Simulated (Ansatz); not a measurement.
Sb:

```xyz
1
Lattice="3.1600 0.0000 0.0000 0.0000 3.1600 0.0000 0.0000 0.0000 3.1600" Properties=species:S:1:pos:R:3 pbc="T T T"
Sb    0.0000    0.0000    0.0000
```

This isn't the form of Sb at room conditions, which is rhombohedral.

Program: Ansatz 0.2.0. Alike in all runs: cell as given; k mesh 8 × 8 × 8.

Problem. Order these runs on this cell by their pressure, lowest first.
A. level LDA; potentials or basis PseudoDojo standard; spin SOC, no magnetisation; cutoff (eV) 1088; smearing tetrahedron; driver chain; points for each segment of the path 14
B. level r2SCAN+D3(BJ)+ATM; potentials or basis Ansatz PAW earlier set; spin off; cutoff (eV) 430; smearing methfessel-paxton 0.1 eV
C. level BLYP; potentials or basis SG15 NC; spin off; cutoff (eV) 816; smearing fermi-dirac 0.15 eV

Solution. A (-5.9 GPa), B (-4.2 GPa), C (1.1 GPa).

Caveats: pairwise dispersion overbinds metals, which lowers pressure and volume (some runs); the PAW data sets come from PBE, with cores solved anew for the run's functional, which leaves a small shift of forces and pressure (some runs); the potentials were made for another functional, which shifts forces and pressure (some runs).

Not every run made on this cell is shown here.
